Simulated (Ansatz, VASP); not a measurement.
Ag: VASP beside Ansatz

Contents of INCAR:

```
PREC = Accurate
ENCUT = 520
EDIFF = 1E-7
ISMEAR = -1
SIGMA = 0.05
LREAL = F
LASPH = T
NELM = 100
ALGO = Normal
ISIF = 2
LWAVE = F
LCHARG = F
GGA = PS
NBANDS = 30
```

Contents of KPOINTS:

```
Automatic mesh
0
Gamma
  11 11 3
```

POSCAR

```
Ag
1.0
    2.9241806713      0.0000000000      0.0000000000
   -1.4620903357      2.5324147466      0.0000000000
    0.0000000000      0.0000000000     10.1315940382
Ag
4
Direct
    0.0000000000      0.0000000000      0.5000000000
    0.0000000000      0.0000000000      0.0000000000
    0.6666666667      0.3333333333      0.7500000000
    0.3333333333      0.6666666667      0.2500000000
```

Contents of input.yaml:

```yaml
crystal:
  lattice:
    - [2.9241806713, 0.0, 0.0]
    - [-1.4620903357, 2.5324147466, 0.0]
    - [0.0, 0.0, 10.1315940382]
  atoms:
    - { symbol: Ag, position: [0.0, 0.0, 0.5] }
    - { symbol: Ag, position: [0.0, 0.0, 0.0] }
    - { symbol: Ag, position: [0.6666666667, 0.3333333333, 0.75] }
    - { symbol: Ag, position: [0.3333333333, 0.6666666667, 0.25] }
hamiltonian:
  xc: pbesol
  pseudopotentials: { kind: paw }
kpoints:
  mp_grid: { grid: [11, 11, 3] }
scf:
  occupations: { method: fermi_dirac, width: 0.05 }
output:
  forces: true
  stress: true
  eigenvalues: true
```

Change from the starting cell: volume scaled by 1.04.

Alike in both runs: task single point; functional PBEsol; k mesh 11 × 11 × 3; occupations fermi-dirac, width 0.05 eV; no spin polarisation.

|  | VASP | Ansatz |
| --- | --- | --- |
| version | VASP 6.6.1 | Ansatz 0.2.0 |
| potentials or method | VASP PAW PBE potentials, release 64 (Ag) | Ansatz PAW |
| plane-wave cutoff (eV) | 520 | 420 |
| valence electrons in the cell | 44 | 76 |

```csv
,VASP,Ansatz,Ansatz less VASP
gap on the k mesh at the Fermi level (eV),none,none,-
pressure (GPa),-9.8,-9.7,+0.09
largest component of the traceless stress (GPa),1.69,1.71,+0.016
```

A gap of «none» marks a metal or a gap that the smearing closes. The two sets of potentials don't hold the same shells in valence.

Caveats: the PAW data sets were made with another functional, which shifts forces and pressure a little (VASP); the PAW data sets come from PBE, with cores solved anew for the run's functional, which leaves a small shift of forces and pressure (Ansatz).
